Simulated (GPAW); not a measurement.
# Ho (Im-3m) in GPAW: convergence with k mesh

Aim: find how far k mesh must go before the results for Ho settle, at r2SCAN. This setting moves, with any that are tied to it; all else stays.

All numbers are computed with GPAW 26.7.0; they aren't measurements. Logs are shortened: lines on timing, memory, paths and dates and some standing lists are left out, and cuts for length are marked. The log counts tension as positive stress, the text compression.

### 1 The structure

The structure is cubic, space group Im-3m (No. 229). The conventional cell has a = 3.981 Å, b = 3.981 Å, c = 3.981 Å, α = 90.00°, β = 90.00°, γ = 90.00°. Ho (site symmetry m-3m) is surrounded by 8 Ho at 3.45 Å.

This isn't the form of Ho at room conditions, which is hcp.

### 2 With k mesh 2 × 2 × 2

Contents of run.py:

```python
from ase.dft.bandgap import bandgap
from ase.io import read, write
from ase.units import GPa
from gpaw import GPAW, PW

atoms = read('POSCAR')
atoms.set_initial_magnetic_moments([4.0])

calc = GPAW(mode=PW(800),
            xc='MGGA_X_R2SCAN+MGGA_C_R2SCAN',
            kpts={'size': (2, 2, 2), 'gamma': True},
            occupations={'name': 'fermi-dirac', 'width': 0.05},
            nbands=23,
            convergence={'density': 1e-05, 'energy': 1e-05},
            maxiter=100,
            txt='gpaw.txt')
atoms.calc = calc
energy = atoms.get_potential_energy()
forces = atoms.get_forces()
stress = atoms.get_stress()
calc.write('gs.gpw')
write('result.traj', atoms)
print(f'Energy: {energy:.6f} eV')
print('Forces (eV/A):')
print(forces.round(4))
print('Stress (GPa):', (stress / GPa).round(3))
print('Moments:', calc.get_magnetic_moments().round(3))
print('Fermi level:', round(calc.get_fermi_level(), 4), 'eV')
print(f'Gap: {bandgap(calc)[0]:.4f} eV, direct: {bandgap(calc, direct=True)[0]:.4f} eV')
```

Contents of POSCAR:

```
Ho
1.0
   -1.9905175072      1.9905175072      1.9905175072
    1.9905175072     -1.9905175072      1.9905175072
    1.9905175072      1.9905175072     -1.9905175072
Ho
1
Direct
    0.0000000000      0.0000000000      0.0000000000
```

Potentials or basis: GPAW PAW data sets (gpaw-data 1.2.1), pw.

Launch:

```console
$ OMP_NUM_THREADS=1 python run.py
```

gpaw.txt:

```text
__  _  _
 | _ |_)|_||  |
 |__||  | ||/\| - 26.7.0

Input parameters:
  mode=PW(ecut=800.0),
  convergence={'density': 1e-05, 'energy': 1e-05},
  kpts=MonkhorstPack(size=(2, 2, 2), gamma=True),
  maxiter=100,
  nbands=23,
  occupations=Occupations(name='fermi-dirac', width=0.05),
  xc=XC(name='MGGA_X_R2SCAN+MGGA_C_R2SCAN')

Diagonalizing LCAO Hamiltonian
Converting LCAO to pw mode

       Ho

Atoms  # Å, Bohr magnetons
|   | symbol |        x |        y |        z |    initial magnetic moments |
|---|--------|----------|----------|----------|-----------------------------|
| 0 |     Ho | 0.000000 | 0.000000 | 0.000000 | ( 0.0000,  0.0000,  4.0000) |

Unit cell  # Å
| periodic |         x |         y |         z |  lengths |     angles |
|----------|-----------|-----------|-----------|----------|------------|
|      yes | -1.990518 |  1.990518 |  1.990518 | 3.447677 | 109.471221 |
|      yes |  1.990518 | -1.990518 |  1.990518 | 3.447677 | 109.471221 |
|      yes |  1.990518 |  1.990518 | -1.990518 | 3.447677 | 109.471221 |

Number of symmetries: 48
Symmetry operations  # r_c * U_cc + t_c -> r_c
|    | kind |            matrix            |
|----|------|------------------------------|
|  0 |  σ   |  1, 1, 1,  0, 0,-1,  0,-1, 0 |
|  1 |  C4  |  1, 1, 1,  0, 0,-1, -1, 0, 0 |
|  2 |  C2  |  1, 1, 1,  0,-1, 0,  0, 0,-1 |
|  3 |  S6  |  1, 1, 1,  0,-1, 0, -1, 0, 0 |
|  4 |  S6  |  1, 1, 1, -1, 0, 0,  0, 0,-1 |
|  5 |  C4  |  1, 1, 1, -1, 0, 0,  0,-1, 0 |
|  6 |  E   |  1, 0, 0,  0, 1, 0,  0, 0, 1 |
|  7 |  σ   |  1, 0, 0,  0, 1, 0, -1,-1,-1 |
|  8 |  σ   |  1, 0, 0,  0, 0, 1,  0, 1, 0 |
|  9 |  C3  |  1, 0, 0,  0, 0, 1, -1,-1,-1 |
| 10 |  C3  |  1, 0, 0, -1,-1,-1,  0, 1, 0 |
| 11 |  σ   |  1, 0, 0, -1,-1,-1,  0, 0, 1 |
| 12 |  σ   |  0, 1, 0,  1, 0, 0,  0, 0, 1 |
| 13 |  C2  |  0, 1, 0,  1, 0, 0, -1,-1,-1 |
| 14 |  C3  |  0, 1, 0,  0, 0, 1,  1, 0, 0 |
| 15 |  S4  |  0, 1, 0,  0, 0, 1, -1,-1,-1 |
| 16 |  S4  |  0, 1, 0, -1,-1,-1,  1, 0, 0 |
| 17 |  C3  |  0, 1, 0, -1,-1,-1,  0, 0, 1 |
| 18 |  C3  |  0, 0, 1,  1, 0, 0,  0, 1, 0 |
| 19 |  S4  |  0, 0, 1,  1, 0, 0, -1,-1,-1 |
| 20 |  σ   |  0, 0, 1,  0, 1, 0,  1, 0, 0 |
| 21 |  C3  |  0, 0, 1,  0, 1, 0, -1,-1,-1 |
| 22 |  C2  |  0, 0, 1, -1,-1,-1,  1, 0, 0 |
| 23 |  S4  |  0, 0, 1, -1,-1,-1,  0, 1, 0 |
| 24 |  C4  |  0, 0,-1,  1, 1, 1,  0,-1, 0 |
| 25 |  σ   |  0, 0,-1,  1, 1, 1, -1, 0, 0 |
| 26 |  S6  |  0, 0,-1,  0,-1, 0,  1, 1, 1 |
| 27 |  C2  |  0, 0,-1,  0,-1, 0, -1, 0, 0 |
| 28 |  C4  |  0, 0,-1, -1, 0, 0,  1, 1, 1 |
| 29 |  S6  |  0, 0,-1, -1, 0, 0,  0,-1, 0 |
| 30 |  S6  |  0,-1, 0,  1, 1, 1,  0, 0,-1 |
| 31 |  C4  |  0,-1, 0,  1, 1, 1, -1, 0, 0 |
| 32 |  C4  |  0,-1, 0,  0, 0,-1,  1, 1, 1 |
| 33 |  S6  |  0,-1, 0,  0, 0,-1, -1, 0, 0 |
| 34 |  σ   |  0,-1, 0, -1, 0, 0,  1, 1, 1 |
| 35 |  C2  |  0,-1, 0, -1, 0, 0,  0, 0,-1 |
[... 87 lines left out ...]
  Pratt-step length: 0.05
  Maximum mixing coefficient: 0.75
  Old densities: 10
  SVD Regularization: 0.005
  Good broyden scale: 1.0
  Trust region scale: 1.0
  Backstep threshold: 4.0
  History deletion threshold: 6.0
  Fourier metric: weight=20.0, sigma=0.015

occupation numbers:
  Fermi-Dirac:
    width: 0.0500  # eV

poisson solver:
  ecut: 6400.0  # eV

xc functional:
  name: MGGA_X_R2SCAN+MGGA_C_R2SCAN with 2 nearest neighbor stencil

convergence criteria:
- Maximum integral of absolute [dens]ity change: 1e-05 electrons / valence electron
- Maximum [total energy] change in last 3 cyles: 1e-05 eV / valence electron
- Maximum integral of absolute [eigenst]ate change: 4e-08 eV^2 / valence electron
maximum number of iterations: 100

SCF iterations
|iter     | |      energy | eigst |  dens |  magmom |
|---------|-|-------------|-------|-------|---------|
|iter:   1| |  -25.018403 | -0.24 |       |  +3.8385|
|iter:   2| |  -16.055573 | -1.31 | -0.46 |  +3.7090|
|iter:   3| |  -15.892333 | -1.63 | -1.16 |  +3.6810|
|iter:   4| |  -16.269169 | -1.50 | -1.27 |  +3.5611|
|iter:   5| |  -15.807094 | -2.40 | -0.59 |  +3.5531|
|iter:   6| |  -15.753832 | -2.85 | -0.87 |  +3.5673|
|iter:   7| |  -16.114405 | -2.86 | -1.06 |  +3.4807|
|iter:   8| |  -15.774445 | -1.85 | -0.85 |  +3.4890|
|iter:   9| |  -15.957871 | -2.23 | -1.41 |  +3.3877|
|iter:  10| |  -15.782661 | -2.38 | -0.91 |  +3.3360|
|iter:  11| |  -15.957355 | -2.62 | -1.35 |  +3.3672|
|iter:  12| |  -15.967238 | -2.07 | -0.97 |  +3.2215|
|iter:  13| |  -15.862201 | -1.95 | -1.43 |  +3.0294|
|iter:  14| |  -16.068742 | -2.62 | -1.59 |  +3.1447|
|iter:  15| |  -16.090810 | -3.22 | -2.08 |  +3.2588|
|iter:  16| |  -16.089902 | -3.30 | -2.11 |  +3.3378|
|iter:  17| |  -16.089964 | -4.89 | -2.13 |  +3.3256|
|iter:  18| |  -16.090831 | -4.98 | -2.22 |  +3.3003|
|iter:  19| |  -16.091550 | -5.10 | -2.40 |  +3.2834|
|iter:  20| |  -16.092146 | -5.10 | -2.60 |  +3.2653|
|iter:  21| |  -16.092212 | -5.83 | -3.06 |  +3.2556|
|iter:  22| |  -16.092176c| -6.74 | -3.78 |  +3.2529|
|iter:  23| |  -16.092143c| -6.96 | -4.30 |  +3.2531|
|iter:  24| |  -16.092140c| -7.97c| -4.76 |  +3.2532|
|iter:  25| |  -16.092141c| -7.59c| -5.25c|  +3.2532|

Converged in 25 steps
Energy contributions relative to reference atoms: (reference = -343306.959512)

Energy contributions:
  Kinetic:         -45.946130
  Coulomb:          43.225869
  Zero:              0.464412
  External:          0.000000
  Xc:              -13.810281
  Entropy:          -0.052024
  Spinorbit:         0.000000
  ----------------------------
  Free energy:     -16.118153
  Extrapolated:    -16.092141

dipole moment: (-10.124434, -10.124434, -10.124434)  # |e|*Ang

Total magnetic moment: (0.000000, 0.000000, 3.253193)

Local magnetic moments
|        x |        y |        z |
|----------|----------|----------|
| 0.000000 | 0.000000 | 3.475257 |  # Ho   0

Fermi level: 8.893
Eigenvalues  # (at kpt = [0.000, 0.000, 0.000])
| band index |      eig [eV] | occ [0-1] |      eig [eV] | occ [0-1] |
|------------|---------------|-----------|---------------|-----------|
|          0 |       -41.530 |     1.000 |       -39.665 |     1.000 |
|        ... |               |           |               |           |
|          3 |       -15.523 |     1.000 |       -14.239 |     1.000 |
|          4 |         3.146 |     1.000 |         2.797 |     1.000 |
|          5 |         4.712 |     1.000 |         8.335 |     1.000 |
|          6 |         4.712 |     1.000 |         8.607 |     0.997 |
|          7 |         4.712 |     1.000 |         8.607 |     0.997 |
|          8 |         5.392 |     1.000 |         8.607 |     0.997 |
|          9 |         5.392 |     1.000 |         9.171 |     0.004 |
|         10 |         5.392 |     1.000 |         9.171 |     0.004 |
|         11 |         6.083 |     1.000 |         9.171 |     0.004 |
|         12 |        11.029 |     0.000 |        11.336 |     0.000 |
|         13 |        11.029 |     0.000 |        11.336 |     0.000 |
|         14 |        11.029 |     0.000 |        11.336 |     0.000 |
|         15 |        12.886 |     0.000 |        13.512 |     0.000 |
|         16 |        12.886 |     0.000 |        13.512 |     0.000 |
|         17 |        20.129 |     0.000 |        20.009 |     0.000 |
|        ... |               |           |               |           |
|         22 |        28.955 |     0.000 |        29.672 |     0.000 |

No gap
No difference between direct/indirect transitions

Forces  # eV/Ang
|       x |       y |       z |
|---------|---------|---------|
| 0.00000 | 0.00000 | 0.00000 |  # Ho   0

Stress tensor  # eV/Ang^3
|        x |         y |         z |
|----------|-----------|-----------|
| 0.065510 |  0.000000 |  0.000000 |
| 0.000000 |  0.065510 | -0.000000 |
| 0.000000 | -0.000000 |  0.065510 |

# Writing to gs.gpw (mode='')
```

stdout:

```text
Energy: -16.092141 eV
Forces (eV/A):
[[0. 0. 0.]]
Stress (GPa): [10.496 10.496 10.496 -0.     0.     0.   ]
Moments: [3.475]
Fermi level: 8.893 eV
Gap: 0.0000 eV, direct: 0.0000 eV
```

It took 46 s on 1 thread of Arm Neoverse V2, shared host; peak memory 0.94 GiB.

What came out:

```
Free energy            : -16.1182 eV
Pressure               : -10.5 GPa
Band gap on the k mesh : none (metal or under the smearing width)
Net moment             : 3.25 μB per cell
Site moments           : Ho +3.48 μB
```

### 3 With k mesh 3 × 3 × 3

run.py: that of step 2 with these lines changed.

```diff
@@ -10,3 +10,3 @@
             xc='MGGA_X_R2SCAN+MGGA_C_R2SCAN',
-            kpts={'size': (2, 2, 2), 'gamma': True},
+            kpts={'size': (3, 3, 3), 'gamma': True},
             occupations={'name': 'fermi-dirac', 'width': 0.05},
```

POSCAR is that of step 2.

Potentials or basis: GPAW PAW data sets (gpaw-data 1.2.1), pw.

Launch:

```console
$ OMP_NUM_THREADS=1 python run.py
```

Wall time 48 s (1 thread of Arm Neoverse V2, shared host); peak memory 0.93 GiB.

What came out:

```
Free energy            : -15.1295 eV
Pressure               : 2.1 GPa
Band gap on the k mesh : none (metal or under the smearing width)
Net moment             : 4.56 μB per cell
Site moments           : Ho +3.85 μB
```

### 4 With k mesh 4 × 4 × 4

run.py: that of step 3 with these lines changed.

```diff
@@ -10,3 +10,3 @@
             xc='MGGA_X_R2SCAN+MGGA_C_R2SCAN',
-            kpts={'size': (3, 3, 3), 'gamma': True},
+            kpts={'size': (4, 4, 4), 'gamma': True},
             occupations={'name': 'fermi-dirac', 'width': 0.05},
```

POSCAR is that of step 3.

Launch:

```console
$ OMP_NUM_THREADS=1 python run.py
```

It took 76 s on 1 thread of Arm Neoverse V2, shared host; peak memory 0.94 GiB.

Results:

```yaml
Free_energy: -15.3047 eV
Pressure: 1.5 GPa
Band_gap_on_the_k_mesh: none (metal or under the smearing width)
Net_moment: 3.36 μB per cell
Site_moments: Ho +3.53 μB
```

### 5 With k mesh 5 × 5 × 5

run.py: that of step 4 with these lines changed.

```diff
@@ -10,3 +10,3 @@
             xc='MGGA_X_R2SCAN+MGGA_C_R2SCAN',
-            kpts={'size': (4, 4, 4), 'gamma': True},
+            kpts={'size': (5, 5, 5), 'gamma': True},
             occupations={'name': 'fermi-dirac', 'width': 0.05},
```

POSCAR is that of step 4.

Launch:

```console
$ OMP_NUM_THREADS=1 python run.py
```

Wall time 85 s (1 thread of Arm Neoverse V2, shared host); peak memory 0.94 GiB.

It converged, with:

| Property | Result |
| --- | --- |
| Free energy | -15.2926 eV |
| Pressure | 0.8 GPa |
| Band gap on the k mesh | none (metal or under the smearing width) |
| Net moment | 3.55 μB per cell |
| Site moments | Ho +3.58 μB |

### 6 With k mesh 6 × 6 × 6

run.py: that of step 5 with these lines changed.

```diff
@@ -10,3 +10,3 @@
             xc='MGGA_X_R2SCAN+MGGA_C_R2SCAN',
-            kpts={'size': (5, 5, 5), 'gamma': True},
+            kpts={'size': (6, 6, 6), 'gamma': True},
             occupations={'name': 'fermi-dirac', 'width': 0.05},
```

POSCAR is that of step 5.

Potentials or basis: GPAW PAW data sets (gpaw-data 1.2.1), pw.

Launch:

```console
$ OMP_NUM_THREADS=1 python run.py
```

It took 2.1 min on 1 thread of Arm Neoverse V2, shared host; peak memory 0.95 GiB.

Results (log left out):

```
Free energy            : -15.2999 eV
Pressure               : 0.4 GPa
Band gap on the k mesh : none (metal or under the smearing width)
Net moment             : 3.43 μB per cell
Site moments           : Ho +3.55 μB
```

### 7 With k mesh 7 × 7 × 7

run.py: that of step 6 with these lines changed.

```diff
@@ -10,3 +10,3 @@
             xc='MGGA_X_R2SCAN+MGGA_C_R2SCAN',
-            kpts={'size': (6, 6, 6), 'gamma': True},
+            kpts={'size': (7, 7, 7), 'gamma': True},
             occupations={'name': 'fermi-dirac', 'width': 0.05},
```

POSCAR is that of step 6.

Launch:

```console
$ OMP_NUM_THREADS=1 python run.py
```

Run time: 2.5 min. Hardware: 1 thread of Arm Neoverse V2, shared host; peak memory 0.96 GiB.

Results (log left out):

```yaml
Free_energy: -15.2954 eV
Pressure: 0.7 GPa
Band_gap_on_the_k_mesh: none (metal or under the smearing width)
Net_moment: 3.48 μB per cell
Site_moments: Ho +3.56 μB
```

### 8 With k mesh 9 × 9 × 9

run.py: that of step 7 with these lines changed.

```diff
@@ -10,3 +10,3 @@
             xc='MGGA_X_R2SCAN+MGGA_C_R2SCAN',
-            kpts={'size': (7, 7, 7), 'gamma': True},
+            kpts={'size': (9, 9, 9), 'gamma': True},
             occupations={'name': 'fermi-dirac', 'width': 0.05},
```

POSCAR is that of step 7.

Launch:

```console
$ OMP_NUM_THREADS=1 python run.py
```

Run time: 3.9 min. Hardware: 1 thread of Arm Neoverse V2, shared host; peak memory 0.98 GiB.

Results (log left out):

* Free energy: -15.2969 eV
* Pressure: 0.7 GPa
* Band gap on the k mesh: none (metal or under the smearing width)
* Net moment: 3.40 μB per cell
* Site moments: Ho +3.54 μB

### 9 With k mesh 10 × 10 × 10

run.py: that of step 8 with these lines changed.

```diff
@@ -10,3 +10,3 @@
             xc='MGGA_X_R2SCAN+MGGA_C_R2SCAN',
-            kpts={'size': (9, 9, 9), 'gamma': True},
+            kpts={'size': (10, 10, 10), 'gamma': True},
             occupations={'name': 'fermi-dirac', 'width': 0.05},
```

POSCAR is that of step 8.

Potentials or basis: GPAW PAW data sets (gpaw-data 1.2.1), pw.

Launch:

```console
$ OMP_NUM_THREADS=1 python run.py
```

It took 5.5 min on 1 thread of Arm Neoverse V2, shared host; peak memory 1 GiB.

Results (log left out):

- Free energy: -15.2970 eV
- Pressure: 0.7 GPa
- Band gap on the k mesh: none (metal or under the smearing width)
- Net moment: 3.49 μB per cell
- Site moments: Ho +3.57 μB

### 10 With k mesh 13 × 13 × 13

run.py: that of step 9 with these lines changed.

```diff
@@ -10,3 +10,3 @@
             xc='MGGA_X_R2SCAN+MGGA_C_R2SCAN',
-            kpts={'size': (10, 10, 10), 'gamma': True},
+            kpts={'size': (13, 13, 13), 'gamma': True},
             occupations={'name': 'fermi-dirac', 'width': 0.05},
```

POSCAR is that of step 9.

Launch:

```console
$ OMP_NUM_THREADS=1 python run.py
```

It took 9.6 min on 1 thread of Arm Neoverse V2, shared host; peak memory 1.1 GiB.

The run converged. Its results:

```yaml
Free_energy: -15.2973 eV
Pressure: 0.7 GPa
Band_gap_on_the_k_mesh: none (metal or under the smearing width)
Net_moment: 3.46 μB per cell
Site_moments: Ho +3.56 μB
```

### 11 Summary

| k mesh | energy less the tightest run, at zero smearing (meV/atom) | pressure (GPa) | largest site moment (μB) | SCF cycles | CPU time (s) | peak memory (GiB) |
| --- | --- | --- | --- | --- | --- | --- |
| 2 × 2 × 2 | -820.61 | -10.50 | 3.48 | 25 | 46 | 0.94 |
| 3 × 3 × 3 | 181.69 | 2.06 | 3.85 | 22 | 48 | 0.93 |
| 4 × 4 × 4 | -6.78 | 1.48 | 3.53 | 22 | 76 | 0.94 |
| 5 × 5 × 5 | 5.71 | 0.79 | 3.58 | 21 | 85 | 0.94 |
| 6 × 6 × 6 | -3.13 | 0.45 | 3.55 | 20 | 120 | 0.95 |
| 7 × 7 × 7 | 3.39 | 0.75 | 3.56 | 19 | 150 | 0.96 |
| 9 × 9 × 9 | 0.21 | 0.72 | 3.54 | 18 | 230 | 0.98 |
| 10 × 10 × 10 | 0.57 | 0.66 | 3.57 | 19 | 330 | 1 |
| 13 × 13 × 13 | 0.00 | 0.69 | 3.56 | 19 | 580 | 1.1 |

Against the tightest run, the energy stays within 1 meV/atom from 9 × 9 × 9 on; the pressure stays within 0.1 GPa from 7 × 7 × 7 on; the largest site moment stays within 0.02 μB from 6 × 6 × 6 on. Meshes of other sizes hit other points, so gaps and Fermi surfaces needn't settle smoothly. The tightest run that finished is the yardstick and may itself not be fully converged.

Caveats: one-centre terms of the f shell are cut off; the magnetic or orbital state may not be the lowest; the PAW data sets were made with another functional, which shifts forces and pressure a little; spin-orbit coupling is left out, which moves the levels of the heavy elements.
